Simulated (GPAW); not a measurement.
# GaN (F-43m) in GPAW: notebook

The runs below take GaN through equation of state, band structure, with PBEsol+D3(BJ), TPSS+D4, BEEF-vdW.

Everything below comes from runs of GPAW 26.7.0. Logs are shortened: lines on timing, memory, paths and dates and some standing lists are left out, and cuts for length are marked. The log counts tension as positive stress, the text compression.

**What was measured.**

From a printed reference work, textbook, for a bulk crystal of GaN at 0 K: band gap 3.299 eV (direct).

How close the calculation comes is told below.

## 1. Starting point

Symmetry: F-43m, No. 216, cubic system. The conventional cell has a = 4.507 Å, b = 4.507 Å, c = 4.507 Å, α = 90.00°, β = 90.00°, γ = 90.00°. Ga (site symmetry -43m) is surrounded by 4 N at 1.95 Å. N (site symmetry -43m) has 4 Ga at 1.95 Å as nearest neighbours.

The cell is a database's computed one.

## 2. Equation of state, PBEsol+D3(BJ)

The input, run.py:

```python
import spglib
from ase import Atoms
from ase.calculators.mixing import SumCalculator
from ase.eos import EquationOfState
from ase.io import Trajectory, read
from ase.units import GPa
from dftd3.ase import DFTD3
from gpaw import GPAW, PW, setup_paths

setup_paths.insert(0, '.')

atoms = read('GaN.cif')
cell, positions, numbers = spglib.find_primitive(
    (atoms.cell[:], atoms.get_scaled_positions(), atoms.numbers), symprec=1e-4)
atoms = Atoms(numbers, cell=cell, scaled_positions=positions, pbc=True)

traj = Trajectory('eos.traj', 'w')
volumes, energies = [], []
for x in [0.94, 0.96, 0.98, 1.0, 1.02, 1.04, 1.06]:
    a = atoms.copy()
    a.set_cell(atoms.cell * x**(1 / 3), scale_atoms=True)
    calc = GPAW(mode=PW(800),
                xc='PBEsol',
                kpts={'size': (10, 10, 10), 'gamma': True},
                occupations={'name': 'fermi-dirac', 'width': 0.05},
                nbands=11,
                convergence={'density': 1e-05, 'energy': 1e-05},
                maxiter=150,
                txt=f'eos-{x:.2f}.txt')
    a.calc = SumCalculator([calc, DFTD3(method='pbesol', damping='d3bj')])
    energies.append(a.get_potential_energy())
    volumes.append(a.get_volume())
    p = -a.get_stress()[:3].mean() / GPa
    calc.write(f'eos-{x:.2f}.gpw')
    traj.write(a)
    print(f'{x:.2f} {volumes[-1]:10.4f} A^3 {energies[-1]:14.6f} eV {p:9.3f} GPa', flush=True)

v0, e0, B = EquationOfState(volumes, energies, eos='birchmurnaghan').fit()
print(f'V0 = {v0:.4f} A^3, E0 = {e0:.6f} eV, B0 = {B / GPa:.2f} GPa')
```

The input, GaN.cif:

```cif
data_GaN
_cell_length_a 4.50700122
_cell_length_b 4.50700122
_cell_length_c 4.50700122
_cell_angle_alpha 90.00000000
_cell_angle_beta 90.00000000
_cell_angle_gamma 90.00000000
_space_group_name_H-M_alt 'F-43m'
_space_group_name_Hall 'F -4 2 3'
_space_group_IT_number 216
loop_
_space_group_symop_operation_xyz
'x,y,z'
'y,-x,-z'
'-x,-y,z'
'-y,x,-z'
'x,-y,-z'
'y,x,z'
'-x,y,-z'
'-y,-x,z'
'z,x,y'
'-z,y,-x'
'z,-x,-y'
'-z,-y,x'
'-z,x,-y'
'z,y,x'
'-z,-x,y'
'z,-y,-x'
'y,z,x'
'-x,-z,y'
'-y,z,-x'
'x,-z,-y'
'-y,-z,x'
'x,z,y'
'y,-z,-x'
'-x,z,-y'
'x,y+1/2,z+1/2'
'y,-x+1/2,-z+1/2'
'-x,-y+1/2,z+1/2'
'-y,x+1/2,-z+1/2'
'x,-y+1/2,-z+1/2'
'y,x+1/2,z+1/2'
'-x,y+1/2,-z+1/2'
'-y,-x+1/2,z+1/2'
'z,x+1/2,y+1/2'
'-z,y+1/2,-x+1/2'
'z,-x+1/2,-y+1/2'
'-z,-y+1/2,x+1/2'
'-z,x+1/2,-y+1/2'
'z,y+1/2,x+1/2'
'-z,-x+1/2,y+1/2'
'z,-y+1/2,-x+1/2'
'y,z+1/2,x+1/2'
'-x,-z+1/2,y+1/2'
'-y,z+1/2,-x+1/2'
'x,-z+1/2,-y+1/2'
'-y,-z+1/2,x+1/2'
'x,z+1/2,y+1/2'
'y,-z+1/2,-x+1/2'
'-x,z+1/2,-y+1/2'
'x+1/2,y,z+1/2'
'y+1/2,-x,-z+1/2'
'-x+1/2,-y,z+1/2'
'-y+1/2,x,-z+1/2'
'x+1/2,-y,-z+1/2'
'y+1/2,x,z+1/2'
'-x+1/2,y,-z+1/2'
'-y+1/2,-x,z+1/2'
'z+1/2,x,y+1/2'
'-z+1/2,y,-x+1/2'
'z+1/2,-x,-y+1/2'
'-z+1/2,-y,x+1/2'
'-z+1/2,x,-y+1/2'
'z+1/2,y,x+1/2'
'-z+1/2,-x,y+1/2'
'z+1/2,-y,-x+1/2'
'y+1/2,z,x+1/2'
'-x+1/2,-z,y+1/2'
'-y+1/2,z,-x+1/2'
'x+1/2,-z,-y+1/2'
'-y+1/2,-z,x+1/2'
'x+1/2,z,y+1/2'
'y+1/2,-z,-x+1/2'
'-x+1/2,z,-y+1/2'
'x+1/2,y+1/2,z'
'y+1/2,-x+1/2,-z'
'-x+1/2,-y+1/2,z'
'-y+1/2,x+1/2,-z'
'x+1/2,-y+1/2,-z'
'y+1/2,x+1/2,z'
'-x+1/2,y+1/2,-z'
'-y+1/2,-x+1/2,z'
'z+1/2,x+1/2,y'
'-z+1/2,y+1/2,-x'
'z+1/2,-x+1/2,-y'
'-z+1/2,-y+1/2,x'
'-z+1/2,x+1/2,-y'
'z+1/2,y+1/2,x'
'-z+1/2,-x+1/2,y'
'z+1/2,-y+1/2,-x'
'y+1/2,z+1/2,x'
'-x+1/2,-z+1/2,y'
'-y+1/2,z+1/2,-x'
'x+1/2,-z+1/2,-y'
'-y+1/2,-z+1/2,x'
'x+1/2,z+1/2,y'
'y+1/2,-z+1/2,-x'
'-x+1/2,z+1/2,-y'
loop_
_atom_site_label
_atom_site_type_symbol
_atom_site_symmetry_multiplicity
_atom_site_Wyckoff_symbol
_atom_site_fract_x
_atom_site_fract_y
_atom_site_fract_z
_atom_site_occupancy
Ga1 Ga 4 a 0.0000000000 0.0000000000 0.0000000000 1
N1 N 4 d 0.2500000000 0.2500000000 0.7500000000 1
```

Potentials or basis: PAW data sets generated in the run's folder for this functional, pw.

Launch:

```bash
$ gpaw-setup -f PBEsol Ga N
$ OMP_NUM_THREADS=1 python run.py
```

The program printed:

```text
__  _  _
 | _ |_)|_||  |
 |__||  | ||/\| - 26.7.0

Input parameters:
  mode=PW(ecut=800.0),
  convergence={'density': 1e-05, 'energy': 1e-05},
  kpts=MonkhorstPack(size=(10, 10, 10), gamma=True),
  maxiter=150,
  nbands=11,
  occupations=Occupations(name='fermi-dirac', width=0.05),
  xc=XC(name='PBEsol')

Diagonalizing LCAO Hamiltonian
Converting LCAO to pw mode

                 N

       Ga

Atoms  # Å, Bohr magnetons
|   | symbol |        x |        y |        z |    initial magnetic moments |
|---|--------|----------|----------|----------|-----------------------------|
| 0 |     Ga | 0.000000 | 0.000000 | 0.000000 | ( 0.0000,  0.0000,  0.0000) |
| 1 |      N | 3.311247 | 3.311247 | 3.311247 | ( 0.0000,  0.0000,  0.0000) |

Unit cell  # Å
| periodic |        x |        y |        z |  lengths |    angles |
|----------|----------|----------|----------|----------|-----------|
|      yes | 0.000000 | 2.207498 | 2.207498 | 3.121873 | 60.000000 |
|      yes | 2.207498 | 0.000000 | 2.207498 | 3.121873 | 60.000000 |
|      yes | 2.207498 | 2.207498 | 0.000000 | 3.121873 | 60.000000 |

Number of symmetries: 24
Symmetry operations  # r_c * U_cc + t_c -> r_c
|    | kind |            matrix            |
|----|------|------------------------------|
|  0 |  E   |  1, 0, 0,  0, 1, 0,  0, 0, 1 |
|  1 |  σ   |  1, 0, 0,  0, 0, 1,  0, 1, 0 |
|  2 |  σ   |  1, 0,-1,  0, 1,-1,  0, 0,-1 |
|  3 |  C3  |  1, 0,-1,  0, 0,-1,  0, 1,-1 |
|  4 |  C3  |  1,-1, 0,  0,-1, 1,  0,-1, 0 |
|  5 |  σ   |  1,-1, 0,  0,-1, 0,  0,-1, 1 |
|  6 |  σ   |  0, 1, 0,  1, 0, 0,  0, 0, 1 |
|  7 |  C3  |  0, 1, 0,  0, 0, 1,  1, 0, 0 |
|  8 |  C2  |  0, 1,-1,  1, 0,-1,  0, 0,-1 |
|  9 |  S4  |  0, 1,-1,  0, 0,-1,  1, 0,-1 |
| 10 |  C3  |  0, 0, 1,  1, 0, 0,  0, 1, 0 |
| 11 |  σ   |  0, 0, 1,  0, 1, 0,  1, 0, 0 |
| 12 |  S4  |  0, 0,-1,  1, 0,-1,  0, 1,-1 |
| 13 |  C3  |  0, 0,-1,  0, 1,-1,  1, 0,-1 |
| 14 |  S4  |  0,-1, 1,  1,-1, 0,  0,-1, 0 |
| 15 |  C2  |  0,-1, 1,  0,-1, 0,  1,-1, 0 |
| 16 |  C3  |  0,-1, 0,  1,-1, 0,  0,-1, 1 |
| 17 |  S4  |  0,-1, 0,  0,-1, 1,  1,-1, 0 |
| 18 |  S4  | -1, 1, 0, -1, 0, 1, -1, 0, 0 |
| 19 |  C3  | -1, 1, 0, -1, 0, 0, -1, 0, 1 |
| 20 |  C3  | -1, 0, 1, -1, 1, 0, -1, 0, 0 |
| 21 |  S4  | -1, 0, 1, -1, 0, 0, -1, 1, 0 |
| 22 |  σ   | -1, 0, 0, -1, 1, 0, -1, 0, 1 |
| 23 |  C2  | -1, 0, 0, -1, 0, 1, -1, 1, 0 |

BZ-sampling:
  Number of BZ points: 1000
  Number of IBZ points: 47

  Monkhorst-Pack size: [10, 10, 10]
  Monkhorst-Pack shift: [0.05, 0.05, 0.05]

K-points  # in reciprocal-cell coordinates
|     |                                coordinates |     weight |
|-----|--------------------------------------------|------------|
|   0 | (  0.00000000,   0.00000000,   0.00000000) | 0.00100000 |
|   1 | (  0.10000000,   0.10000000,   0.00000000) | 0.00600000 |
|   2 | (  0.10000000,   0.10000000,   0.10000000) | 0.00800000 |
|   3 | (  0.20000000,   0.10000000,   0.10000000) | 0.01200000 |
|   4 | (  0.20000000,   0.20000000,   0.00000000) | 0.00600000 |
|   5 | (  0.20000000,   0.20000000,   0.10000000) | 0.02400000 |
|   6 | (  0.20000000,   0.20000000,   0.20000000) | 0.00800000 |
|   7 | (  0.30000000,   0.20000000,   0.10000000) | 0.02400000 |
|   8 | (  0.30000000,   0.20000000,   0.20000000) | 0.02400000 |
|   9 | (  0.30000000,   0.30000000,   0.00000000) | 0.00600000 |
| ... |                                            |            |
|  46 | (  0.50000000,   0.50000000,   0.50000000) | 0.00400000 |

Plane wave coefficients: 1117
Cutoff: 800.0 eV

Spin-components: 1 (collinear spins)
Bands:           11
Projectors:      10
Spin-degeneracy: 2
Datatype:        complex128

Parallelization:
  kpt:    1
  domain: 1
  band:   1

Density:
  Valence electrons: 8.0
  Components: 1
  Grid points: [21 21 21]
  Charge: 0.0  # |e|

Potential:
  Grid points: [21 21 21]

species:
  Ga:
    name:    Gallium
    Z:       31.0
    valence: 3
    core:    28
    charge:  0.0  # [|e|]
    compensation charges:
      type: gauss
      rc: 0.37  # [Å]
      lmax: 2
    cutoffs:
      filter: 2.06  # [Å]
      core: 4.17  # [Å]
    projectors
    | kind |    occ | energy [eV] | rcut [Å] |
    |------|--------|-------------|----------|
    |   4s |  2.000 |      -8.959 |    1.164 |
    |   4p |  1.000 |      -2.572 |    1.164 |
    |    s |        |      18.252 |    1.164 |
    |    p |        |      24.640 |    1.164 |
    |    d |        |       0.000 |    1.164 |

    Using partial waves for Ga as LCAO basis

  N:
    name:    Nitrogen
    Z:       7.0
    valence: 5
    core:    2
    charge:  0.0  # [|e|]
    compensation charges:
      type: gauss
      rc: 0.18  # [Å]
      lmax: 2
    cutoffs:
      filter: 1.11  # [Å]
      core: 0.96  # [Å]
    projectors
    | kind |    occ | energy [eV] | rcut [Å] |
    |------|--------|-------------|----------|
    |   2s |  2.000 |     -18.455 |    0.603 |
    |   2p |  3.000 |      -7.035 |    0.529 |
    |    s |        |       8.756 |    0.603 |
    |    p |        |      20.177 |    0.529 |
    |    d |        |       0.000 |    0.577 |

    Using partial waves for N as LCAO basis

Reference energy: -54320.405483  # eV

eigensolver:
  PPCG
  Converge bands: occupied
  niter=2

density mixing:
  MSR1-Mixer
  Pratt-step length: 0.05
  Maximum mixing coefficient: 0.75
  Old densities: 10
  SVD Regularization: 0.005
  Good broyden scale: 1.0
  Trust region scale: 1.0
  Backstep threshold: 4.0
  History deletion threshold: 6.0
  Fourier metric: weight=20.0, sigma=0.015

occupation numbers:
  Fermi-Dirac:
    width: 0.0500  # eV

poisson solver:
  ecut: 6400.0  # eV

xc functional:
  name: PBEsol with 2 nearest neighbor stencil

convergence criteria:
- Maximum integral of absolute [dens]ity change: 1e-05 electrons / valence electron
- Maximum [total energy] change in last 3 cyles: 1e-05 eV / valence electron
- Maximum integral of absolute [eigenst]ate change: 4e-08 eV^2 / valence electron
maximum number of iterations: 150

SCF iterations
|iter     | |      energy | eigst |  dens |
|---------|-|-------------|-------|-------|
|iter:   1| |  -14.683926 | -0.14 |       |
|iter:   2| |  -14.212792 | -2.03 | -0.58 |
|iter:   3| |  -12.893262 | -0.68 | -0.63 |
|iter:   4| |  -12.888594 | -3.05 | -1.33 |
|iter:   5| |  -12.887989 | -3.40 | -1.61 |
|iter:   6| |  -12.887998 | -5.71 | -2.86 |
|iter:   7| |  -12.888005c| -6.47 | -3.22 |
|iter:   8| |  -12.888005c| -8.11c| -4.30 |
|iter:   9| |  -12.888005c| -8.64c| -5.01c|

Converged in 9 steps
Energy contributions relative to reference atoms: (reference = -54320.405483)

Energy contributions:
  Kinetic:          44.932497
  Coulomb:         -39.230146
  Zero:              0.154374
  External:          0.000000
  Xc:              -18.744730
  Entropy:          -0.000000
  Spinorbit:         0.000000
  ----------------------------
  Free energy:     -12.888005
  Extrapolated:    -12.888005

dipole moment: (-9.865859, -9.865859, -9.865859)  # |e|*Ang

Fermi level: 7.976
Eigenvalues  # (at kpt = [0.000, 0.000, 0.000])
| band index |      eig [eV] | occ [0-2] |
|------------|---------------|-----------|
|          0 |        -9.377 |     2.000 |
|          1 |         7.018 |     2.000 |
|          2 |         7.018 |     2.000 |
|          3 |         7.018 |     2.000 |
|          4 |         9.222 |     0.000 |
|          5 |        17.733 |     0.000 |
|          6 |        17.733 |     0.000 |
|          7 |        17.733 |     0.000 |
|          8 |        25.337 |     0.000 |
|          9 |        25.755 |     0.000 |
|         10 |        25.816 |     0.000 |

Gap: 2.205 eV
Transition (v -> c):
  (s=0, k=0, n=3, [0.00, 0.00, 0.00]) -> (s=0, k=0, n=4, [0.00, 0.00, 0.00])
No difference between direct/indirect transitions

Stress tensor  # eV/Ang^3
|         x |         y |         z |
|-----------|-----------|-----------|
| -0.144544 | -0.000000 | -0.000000 |
| -0.000000 | -0.144544 | -0.000000 |
| -0.000000 | -0.000000 | -0.144544 |

# Writing to eos-0.94.gpw (mode='')
```

Wall time 73 s (1 thread of Intel Xeon Platinum 8488C (Sapphire Rapids), shared host); peak memory 0.26 GiB.

What came out:

* Equilibrium volume: 11.67 Å³/atom
* Bulk modulus: 207 GPa
* Pressure derivative of the bulk modulus: 4.7

Energy against volume, from the lowest point:
```tsv
volume (Å³/atom)	energy (meV/atom)
10.757	53.46
10.986	28.75
11.215	12.23
11.444	2.90
11.673	0.00
11.902	2.98
12.131	11.08
```

Caveat: the data sets keep Ga 3d, Li 1s and Be 1s frozen, and some such compounds lay over 1.5 % in volume off other programs.

[end of part 1 of 2]
